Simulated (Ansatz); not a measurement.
# Fe (P6_3/mmc) in Ansatz: further runs, part 2 of 2

Ansatz 0.2.0. Earlier steps stand in the parts before.

**3. Relaxation of cell and atoms, PBEsol, collinear spin, ferromagnetic start, target pressure 5 GPa, at which the enthalpy is minimised**

input.yaml reads:

```yaml
crystal:
  lattice:
    - [2.4341575853, 0.0, 0.0]
    - [-1.2170787927, 2.1080423057, 0.0]
    - [0.0, 0.0, 3.84193447]
  atoms:
    - { symbol: Fe, position: [0.6666666667, 0.3333333333, 0.75], spin: 3.0 }
    - { symbol: Fe, position: [0.3333333333, 0.6666666667, 0.25], spin: 3.0 }
hamiltonian:
  xc: pbesol
  pseudopotentials: { kind: paw }
magnetization:
  spin_polarized: true
kpoints:
  mp_grid: { grid: [12, 12, 7] }
scf:
  occupations: { method: fermi_dirac, width: 0.05 }
output:
  forces: true
  stress: true
  eigenvalues: true
  write_density: true
  write_potential: true
  elf: true
  volumetric_format: npy
relax:
  f_tol: 0.01
  max_steps: 40
  cell: { stress_tol: 0.05, p_target: 5.0 }
```

Potentials or basis: Ansatz PAW.

Started as:

```console
$ ansatz run input.yaml --threads 2 --pin off --max-ram 5632MiB --backend cpu --events-out ev --progress --plain --runs-dir out
```

Output:

```text
Warning: RAYON_NUM_THREADS=2 ignored (pool sized by the plan → 2); use --threads N
Engine: ansatz 0.2.0, aarch64-unknown-linux-gnu
Pseudopotentials: kind: paw
Pseudopotential: Fe, paw, valence charge 16, recommended cutoff 420 eV (normal), Fe.paw.azcp
Functional definition: PBEsol
  exchange = pbesol_x
  correlation = pbesol_c
Crystal: 2 atoms, lattice volume = 19.714 Å³
Basis set: ecut = 420 eV, 391 PW (Γ), exchange–correlation on 36×36×54 points (8 copies of the dense FFT grid, shifted against one another)
Bands: 23, of which v1, the nominal top of the filled ones, is band 16 counted from 1 (15 counted from 0)
Symmetry: 24 space group operations
Space group: P63/mmc (ITA 194), of the structure as read, at distance tolerance 2.7e-5 Å
Magnetic group: BNS 194.263 (UNI 1493), of the structure as read, at distance tolerance 2.7e-5 Å
k-points: 76 of 1008
Non-local potential: Fe, projectors of the file, l = 0: 3, l = 1: 2, l = 2: 3, l = 3: 1
PAW form: soft (Blöchl's): semilocal exchange-correlation on the pseudo side does not see the compensation charge
PAW frozen core: Fe, regenerated for the run's functional, and the local potential with it (the file was generated under x = pbe(κ = 0.804, μ = 0.2195149727645171), c = pbe(β = 0.06672455060314922))
PAW one-centre angular grid: Fe, 590 points (default); XC on 64 Gauss nodes
Initial density: superposition of atomic densities (chi_scale 0.1, normalization cell)
Starting moments: Σ|m| = 6 μB on 2 of 2 sites
Initial wavefunctions: pseudopotential atomic-orbital guess
Functional: x = pbesol(κ = 0.804, μ = 0.12345679012345678), c = pbesol(β = 0.046)
SCF iter   1: F=—  HF=-8896.170850 eV  |F-HF|=—  |Δ(HF+E_count)|=         —  Δρ=1.21e-1 (↑1.21e-1 ↓6.54e-2)  dr2=3.67e0  dr2_m=3.93e-1  M=4.683 μB ∫|m|=4.746 μB  β_m=0.30  ethr=3.10e-3  ⟨swp⟩=5.1  Hψ=13265  notcnv=0
Mixer restart at iter 1: flushing history
preconditioner: auto → none  [metal: Δε(μ)=0.001 eV  Ē_g=10.109 eV  σ=0.050 eV  W_gap=0.00  n_scr=2 (ndim 8)  ℏωp=33.5 eV  f_vac=0.000  D(μ)=3.78/eV (n_scr^D=66)  sad-step TF]
SCF iter   2: F=—  HF=-8895.160414 eV  |F-HF|=—  |Δ(HF+E_count)|=    1.01e0  Δρ=4.40e-2 (↑4.40e-2 ↓2.97e-2)  dr2=4.78e-1  dr2_m=1.04e-1  M=4.790 μB ∫|m|=4.854 μB  β_m=0.38  ethr=3.10e-3  ⟨swp⟩=3.3  Hψ=7012  notcnv=0  defer=225
SCF iter   3: F=—  HF=-8895.942531 eV  |F-HF|=—  |Δ(HF+E_count)|=   7.82e-1  Δρ=1.78e-2 (↑1.44e-2 ↓1.78e-2)  dr2=8.36e-3  dr2_m=4.19e-2  M=4.698 μB ∫|m|=4.771 μB  β_m=0.60  ethr=1.49e-3  ⟨swp⟩=2.2  Hψ=4666  notcnv=0  defer=224
SCF iter   4: F=—  HF=-8900.371393 eV  |F-HF|=—  |Δ(HF+E_count)|=         —  Δρ=3.37e-1 (↑3.37e-1 ↓2.81e-1)  dr2=4.26e-1  dr2_m=1.72e1  M=0.182 μB ∫|m|=0.336 μB  β_m=1.00  ethr=2.61e-5  ⟨swp⟩=3.3  Hψ=8416  notcnv=0  defer=226
Mixer restart at iter 4: flushing history
SCF iter   5: F=—  HF=-8898.930914 eV  |F-HF|=—  |Δ(HF+E_count)|=    1.44e0  Δρ=1.00e-1 (↑8.12e-2 ↓1.00e-1)  dr2=3.91e0  dr2_m=1.74e-2  M=0.164 μB ∫|m|=0.203 μB  β_m=0.60  ethr=1.56e-4  ⟨swp⟩=3.9  Hψ=9948  notcnv=0  defer=126
SCF iter   6: F=—  HF=-8899.564506 eV  |F-HF|=—  |Δ(HF+E_count)|=   6.34e-1  Δρ=1.18e-1 (↑1.18e-1 ↓9.05e-2)  dr2=4.99e0  dr2_m=3.70e-2  M=0.034 μB ∫|m|=0.065 μB  β_m=0.40  ethr=1.56e-4  ⟨swp⟩=4.2  Hψ=11813  notcnv=0  defer=74
SCF iter   7: F=—  HF=-8897.787572 eV  |F-HF|=—  |Δ(HF+E_count)|=    1.78e0  Δρ=2.22e-2 (↑2.22e-2 ↓2.85e-3)  dr2=5.70e-2  dr2_m=2.05e-2  M=0.059 μB ∫|m|=0.083 μB  β_m=0.72  ethr=1.56e-4  ⟨swp⟩=4.1  Hψ=9877  notcnv=0  defer=79
SCF iter   8: F=—  HF=-8897.772719 eV  |F-HF|=—  |Δ(HF+E_count)|=   1.49e-2  Δρ=1.24e-2 (↑1.24e-2 ↓5.65e-3)  dr2=4.65e-3  dr2_m=1.34e-2  M=-0.055 μB ∫|m|=0.074 μB  β_m=0.57  ethr=1.56e-4  ⟨swp⟩=3.4  Hψ=8036  notcnv=0  defer=77
SCF iter   9: F=—  HF=-8897.763726 eV  |F-HF|=—  |Δ(HF+E_count)|=   8.99e-3  Δρ=2.42e-3 (↑2.42e-3 ↓1.57e-3)  dr2=1.30e-4  dr2_m=6.39e-4  M=-0.013 μB ∫|m|=0.017 μB  β_m=0.79  ethr=1.45e-5  ⟨swp⟩=2.7  Hψ=6914  notcnv=0  defer=77
SCF iter  10: F=—  HF=-8897.763161 eV  |F-HF|=—  |Δ(HF+E_count)|=   5.64e-4  Δρ=4.28e-4 (↑4.28e-4 ↓1.39e-4)  dr2=9.52e-6  dr2_m=1.26e-5  M=-0.002 μB ∫|m|=0.002 μB  β_m=0.89  ethr=4.06e-7  ⟨swp⟩=2.0  Hψ=6054  notcnv=0  defer=77
[... 63 lines left out ...]
SCF iter   8: F=-8897.759419 eV  HF=-8897.759419 eV  |F-HF|=1.82e-12  |Δ(HF+E_count)|=  7.28e-12  Δρ=3.38e-8 (↑3.32e-8 ↓3.38e-8)  dr2=5.78e-13  dr2_m=1.37e-17  M=0.000 μB ∫|m|=0.000 μB  ethr=1.00e-12  ⟨swp⟩=4.3  Hψ=14913  notcnv=0
the starting moments were not kept: the SCF closed with an absolute magnetisation of 6.8e-9 μB, where they sum to 6 μB in size (2 sites). That is at most 0.1 of that sum. Measured as dr2_m measures the in/out step, that magnetisation stands 4.2e-17 eV from none, at or under the dr2_threshold of 2.0e-11 eV: it is no larger than a step whose dr2_m would equal this threshold.
SCF 5 converged in 8 iterations: F = -8897.759419 eV  dr2 = 5.78e-13
relax step   5: F+E_penalty+E_count = -8897.75941884 eV  Δ(F+E_penalty+E_count) = +2.820e-4 eV  max|allowed force component| = 2.660e-17 eV/Å  Δτ_max = 0.0000 Å  P = +4.972 GPa  Ω = 19.334 Å³  stress off target by 3.13e-2 GPa  SCF on the basis re-selected at this cell (its energy is not comparable with the rows above)  (8 SCF iters)
basis re-selected at this cell: Δ(F+E_penalty+E_count) = +2.820e-4 eV, ΔP = -0.025 GPa vs the last step (what re-selecting the basis moved, of the pressure what is left beyond the Pulay correction that the steps carried, after the strain that the cell walked since its last selection, with what the two solves' SCF thresholds leave and, on support functions, any second-order correction that the steps lacked; it is no measure of the basis error at this ecutwfc). This SCF's stress stands 3.13e-2 GPa from its target on what of the cell is left free (relax.cell.stress_tol is 5.00e-2 GPa) and its largest allowed force component is 2.66e-17 eV/Å (relax.f_tol is 1.00e-2 eV/Å): within both
SCF converged after 8 iterations
Magnetization: 0.0000 μB (16.0000 up, 16.0000 down)
Absolute magnetization: 0.0000 μB (∫|ρ↑−ρ↓|, with the PAW one-centre terms)
Spin contamination: 0.0000 ħ² per cell (⟨S²⟩ above its minimum at these occupations)
Per-site moments (μB) at R_I (Å): [(3.0882142172729206e-9, 0.9767382955187487), (3.088213762377199e-9, 0.9767382955187487)]
Free energy (F): -8897.759419 eV
Harris-Foulkes:  -8897.759419 eV  (|F-HF|=1.82e-12)
Internal energy: -8897.740523 eV  (E = F + TS)
E sigma→0 (E₀):  -8897.749971 eV
Entropy (-TS):   -0.018896 eV (-9.448 meV/atom)
Fermi energy:    22.318742 eV
--- Per-component energies (eV) ---
  E_band       = -315.491642
  E_kinetic    = 715.081431
  E_local      = -3718.807783  (includes V_loc(G=0)·N_el)
  E_nonlocal   = 427.806263
  E_hartree    = 1578.106113
  E_xc         = -239.153204
  E_vxc        = -309.424854  (∫ρ·V_xc dr)
  E_paw        = -2663.949542  (= ΣΔE_a)
  E_vpaw       = -586.361041  (= ΣTr[D̂ρ^β])
  E_aug_tail   = 0.002178  (compensation charges beyond the density's cutoff)
  E_ewald      = -4997.184381
  E_core_change = 0.358403  (= ΣΔE_core)
  E_smearing   = -0.018896  (= −TS)
  E_closure    = 0.000000  (closes the sum)
  Σ components = -8897.759419   (vs F -8897.759419, Δ=0.00e0)
--- Forces (eV/Å), atoms counted from 1 ---
  atom   1  Fe    -0.00000000    -0.00000000     0.00000000
  atom   2  Fe     0.00000000     0.00000000    -0.00000000
  max |Σ_I F_I| component: 9.25e-18 eV/Å
--- Stress (GPa, compression-positive) ---
        4.968720       0.000000       0.000000
        0.000000       4.968720      -0.000000
        0.000000      -0.000000       4.979688
  P = ⅓ Tr σ = 4.9724 GPa (49.724 kbar)
--- Band table (eV; the first three rows and the last of 152) ---
  k-point 0 ↑: bands = ["-64.7573", "-64.5881", "-31.2865", "-30.6289", "-30.6289", "-30.5142", "-30.5142", "-30.4986", "12.9142", "16.9513", "20.4868", "20.4868", "20.6134", "20.9972", "20.9972", "21.3915", "21.3915", "22.7027", "23.0855", "23.0855", "31.5245", "43.9863", "47.6709"]
  k-point 1 ↑: bands = ["-64.7489", "-64.5965", "-31.2487", "-30.6233", "-30.6233", "-30.5389", "-30.5198", "-30.5198", "13.1534", "16.9239", "20.3966", "20.3966", "20.5244", "20.9024", "20.9024", "21.5975", "21.5975", "22.0134", "23.0812", "23.0812", "32.6121", "43.8187", "47.1497"]
  k-point 2 ↑: bands = ["-64.7255", "-64.6200", "-31.1422", "-30.6511", "-30.6074", "-30.6074", "-30.5358", "-30.5358", "13.8414", "16.7018", "20.2932", "20.2932", "20.2963", "20.6812", "20.6812", "20.7854", "22.0231", "22.0231", "23.0172", "23.0172", "35.1418", "43.2640", "45.8230"]
  k-point 75 ↓: bands = ["-64.5732", "-64.5732", "-31.1043", "-31.1043", "-30.9537", "-30.8978", "-30.6342", "-30.6342", "18.5691", "18.6567", "18.6567", "18.7739", "19.8790", "19.8790", "21.4134", "21.7112", "23.1128", "23.1128", "29.5947", "29.5947", "30.7526", "32.1368", "34.4084"]
--- Relaxed structure (4 steps of the walk, 4 accepted, 1 SCFs on fresh bases) ---
  F+E_penalty+E_count = -8897.75941884 eV   max|allowed force component| = 2.660e-17 eV/Å   (the final SCF, on the basis selected at the relaxed cell)
  cell:  # Å, volume = 19.3339 Å³
    - [2.4151078247169706, 2.8641619757873248e-11, 2.3138502987029024e-34]
    - [-1.2075539123832897, 2.0915447290691507, 8.361377261435494e-34]
    - [3.6520483612720453e-34, 1.7347229716042214e-33, 3.8275145870229537]
  atoms:
    - { symbol: Fe, position: [0.6666666666666666, 0.33333333333333326, 0.7500000000000001] }
    - { symbol: Fe, position: [0.33333333333333326, 0.6666666666666666, 0.25] }
```

rho_z.tsv:

```text
# z_ang	rho[e/angstrom^3]	rho_spin[e/angstrom^3]
# format = ansatz-planar-average/11
# lattice	2.415107825	0.000000000	0.000000000
# lattice	-1.207553912	2.091544729	0.000000000
# lattice	0.000000000	0.000000000	3.827514587
# sites	2
# site	26	1.207553912	0.697181576	2.870635940
# site	26	-0.000000000	1.394363153	0.956878647
0.000000	4.023032e-1	-1.578010e-10
0.141760	4.355015e-1	-1.363646e-10
0.283520	5.932177e-1	-5.611766e-11
0.425279	9.922564e-1	1.278136e-10
0.567039	1.720637e0	4.491767e-10
0.708799	2.705877e0	8.513085e-10
[... 19 lines left out ...]
3.543995	5.932177e-1	-5.611764e-11
3.685755	4.355015e-1	-1.363647e-10
```

v_z.tsv:

```text
# z_ang	v_es[eV]	v_tot_up[eV]	v_tot_dn[eV]
# format = ansatz-planar-average/11
# xc	pbesol
# density_cutoff_ev	1680
# datasets	Fe=:simpson_from_first_knot:soft:shift=-844433
# lattice	2.415107825	0.000000000	0.000000000
# lattice	-1.207553912	2.091544729	0.000000000
# lattice	0.000000000	0.000000000	3.827514587
# sites	2
# site	26	1.207553912	0.697181576	2.870635940
# site	26	-0.000000000	1.394363153	0.956878647
0.000000	1.971412e1	7.804464e0	7.804464e0
0.141760	1.849324e1	6.387513e0	6.387513e0
0.283520	1.530134e1	2.597717e0	2.597717e0
0.425279	1.110591e1	-2.502160e0	-2.502160e0
0.567039	6.956598e0	-7.656299e0	-7.656299e0
0.708799	3.675566e0	-1.183214e1	-1.183214e1
[... 19 lines left out ...]
3.543995	1.530134e1	2.597717e0	2.597717e0
3.685755	1.849324e1	6.387513e0	6.387513e0
```

Wall time 16 s (2 threads of Arm Neoverse V2, shared host); peak memory 0.33 GiB.

What came out:

```
Free energy                                            : -8897.7594 eV
Relaxed volume                                         : 9.67 Å³/atom
Relaxed cell                                           : a = 2.415 Å, b = 2.415 Å, c = 3.828 Å, α = 90.00°, β = 90.00°, γ = 120.00°
Space group after relaxing (to 0.05 Å)                 : P6_3/mmc (No. 194)
Energy change on relaxing (the enthalpy is what falls) : +1.9 meV/atom
Ionic steps                                            : 5
Pressure after relaxing                                : 5.0 GPa
Band gap on the k mesh                                 : none (metal or under the smearing width)
Net moment                                             : 0.00 μB per cell
Absolute moment                                        : 0.00 μB per cell
```

Step by step:
| step | energy change (eV) | largest force (eV/Å) | volume (Å³) |
| --- | --- | --- | --- |
| 1 | 0.0000 | 0.0000 | 19.71 |
| 2 | 0.0001 | 0.0000 | 19.49 |
| 3 | 0.0036 | 0.0000 | 19.33 |
| 4 | 0.0035 | 0.0000 | 19.33 |
| 5 | 0.0037 | 0.0000 | 19.33 |

Final structure:
```xyz
2
Lattice="2.4151 0.0000 0.0000 -1.2076 2.0915 0.0000 0.0000 0.0000 3.8275" Properties=species:S:1:pos:R:3 pbc="T T T"
Fe    1.2076    0.6972    2.8706
Fe    0.0000    1.3944    0.9569
```

Caveat: the starting moments collapsed, and a magnetic state may lie lower; the plane-wave basis is chosen anew once the cell has moved, so the energies of steps on either side of that aren't comparable; the PAW data sets come from PBE, with cores solved anew for the run's functional, which leaves a small shift of forces and pressure; the starting moments weren't kept.

**4. Relaxation of cell and atoms, PBEsol, collinear spin, ferromagnetic start, target pressure 10 GPa, at which the enthalpy is minimised**

input.yaml, as its differences from that of step 3:

```diff
@@ -21,6 +21,2 @@
   eigenvalues: true
-  write_density: true
-  write_potential: true
-  elf: true
-  volumetric_format: npy
 relax:
@@ -28,2 +24,2 @@
   max_steps: 40
-  cell: { stress_tol: 0.05, p_target: 5.0 }
+  cell: { stress_tol: 0.05, p_target: 10.0 }
```

Started as:

```console
$ ansatz run input.yaml --threads 2 --pin off --max-ram 5632MiB --backend cpu --events-out ev --progress --plain --runs-dir out
```

Run time: 16 s. Hardware: 2 threads of Arm Neoverse V2, shared host; peak memory 0.33 GiB.

It converged, with:

```
Free energy                                            : -8897.7470 eV
Relaxed volume                                         : 9.53 Å³/atom
Relaxed cell                                           : a = 2.404 Å, b = 2.404 Å, c = 3.811 Å, α = 90.00°, β = 90.00°, γ = 120.00°
Space group after relaxing (to 0.05 Å)                 : P6_3/mmc (No. 194)
Energy change on relaxing (the enthalpy is what falls) : +8.1 meV/atom
Ionic steps                                            : 5
Pressure after relaxing                                : 10.0 GPa
Band gap on the k mesh                                 : none (metal or under the smearing width)
Net moment                                             : 0.00 μB per cell
Absolute moment                                        : 0.00 μB per cell
```

Step by step:
```csv
step,energy change (eV),largest force (eV/Å),volume (Å³)
1,0.0000,0.0000,19.71
2,0.0039,0.0000,19.32
3,0.0166,0.0000,19.05
4,0.0157,0.0000,19.07
5,0.0162,0.0000,19.07
```

Final structure:
```cif
data_structure
_symmetry_space_group_name_H-M 'P 1'
_symmetry_Int_Tables_number 1
_cell_length_a 2.4036
_cell_length_b 2.4036
_cell_length_c 3.8107
_cell_angle_alpha 90.000
_cell_angle_beta 90.000
_cell_angle_gamma 120.000
_cell_volume 19.07
loop_
_atom_site_label
_atom_site_type_symbol
_atom_site_fract_x
_atom_site_fract_y
_atom_site_fract_z
_atom_site_occupancy
Fe1 Fe 0.66667 0.33333 0.75000 1
Fe2 Fe 0.33333 0.66667 0.25000 1
```

Levels at points of the mesh, in eV from the Fermi level:
Spin up:
```tsv
k point	band 13	band 14	band 15	band 16	band 17	band 18	band 19	band 20
(0.00, 0.00, 0.00)	-1.74	-1.35	-1.35	-0.94	-0.94	0.39	0.78	0.78
(0.00, -0.50, 0.00)	-2.19	-1.73	-1.22	0.91	1.16	1.19	2.89	5.17
```
Spin down:
```csv
k point,band 13,band 14,band 15,band 16,band 17,band 18,band 19,band 20
"(0.00, 0.00, 0.00)",-1.74,-1.35,-1.35,-0.94,-0.94,0.39,0.78,0.78
"(0.00, -0.50, 0.00)",-2.19,-1.73,-1.22,0.91,1.16,1.19,2.89,5.17
```

Caveat: the starting moments collapsed, and a magnetic state may lie lower; the plane-wave basis is chosen anew once the cell has moved, so the energies of steps on either side of that aren't comparable; the PAW data sets come from PBE, with cores solved anew for the run's functional, which leaves a small shift of forces and pressure; the starting moments weren't kept.
